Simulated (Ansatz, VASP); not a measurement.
One calculation of BaTiO3, two programs

Contents of INCAR:

```
SYSTEM = BaTiO3
PREC = Accurate
ENCUT = 520
EDIFF = 1E-6
ISMEAR = 0
SIGMA = 0.1
LREAL = .FALSE.
LASPH = .TRUE.
NELM = 100
ALGO = Normal
ISIF = 2
LWAVE = .FALSE.
LCHARG = .FALSE.
GGA = PS
NBANDS = 28
```

File KPOINTS:

```
Automatic mesh
0
G
  6 6 6
  0 0 0
```

File POSCAR:

```
BaTiO3
1.0
    3.8711296904      0.0000000000      0.0000000000
    0.0000000000      3.8711296904      0.0000000000
    0.0000000000      0.0000000000      3.8711296904
Ba Ti O
1 1 3
Direct
    0.0000000000      0.0000000000      0.0000000000
    0.5000000000      0.5000000000      0.5000000000
    0.5000000000      0.5000000000      0.0000000000
    0.0000000000      0.5000000000      0.5000000000
    0.5000000000      0.0000000000      0.5000000000
```

Input for Ansatz:

```yaml
crystal:
  lattice:
    - [3.8711296904, 0.0, 0.0]
    - [0.0, 3.8711296904, 0.0]
    - [0.0, 0.0, 3.8711296904]
  atoms:
    - { symbol: Ba, position: [0.0, 0.0, 0.0] }
    - { symbol: Ti, position: [0.5, 0.5, 0.5] }
    - { symbol: O, position: [0.5, 0.5, 0.0] }
    - { symbol: O, position: [0.0, 0.5, 0.5] }
    - { symbol: O, position: [0.5, 0.0, 0.5] }
basis:
  ecutwfc: 420
kpoints:
  mp_grid: { grid: [6, 6, 6] }
hamiltonian:
  xc: pbesol
scf:
  occupations: { method: gaussian, width: 0.1 }
output:
  forces: true
  stress: true
  eigenvalues: true
```

Alike in both runs: task single point; functional PBEsol; k mesh 6 × 6 × 6; occupations gaussian, width 0.1 eV; no spin polarisation.

|  | VASP | Ansatz |
| --- | --- | --- |
| version | VASP 6.6.1 | Ansatz 0.2.0 |
| potentials or method | VASP PAW PBE potentials, release 64 (Ba_sv, Ti_sv, O) | scalar-relativistic, plane waves, PAW |
| plane-wave cutoff (eV) | 520 | 420 |
| valence electrons in the cell | 40 | 40 |

VASP gave:

- gap on the k mesh at the Fermi level (eV): 1.88
- least direct gap on the mesh (eV): 1.91
- pressure (GPa): 18.8

**Question.** What did Ansatz give for the same quantities?

**Answer.** gap on the k mesh at the Fermi level (eV): 1.94; least direct gap on the mesh (eV): 1.94; pressure (GPa): 16.1.

Caveats: so large a pressure means that the cell lies far from this level's equilibrium, or that cutoff or potentials fall short (VASP); the potentials were made for another functional, which shifts forces and pressure (VASP); spin-orbit coupling is left out, which moves the levels of the heavy elements. A k mesh can miss the band edges. Expect the measured gap to be larger: semilocal functionals such as PBEsol lack the derivative discontinuity.
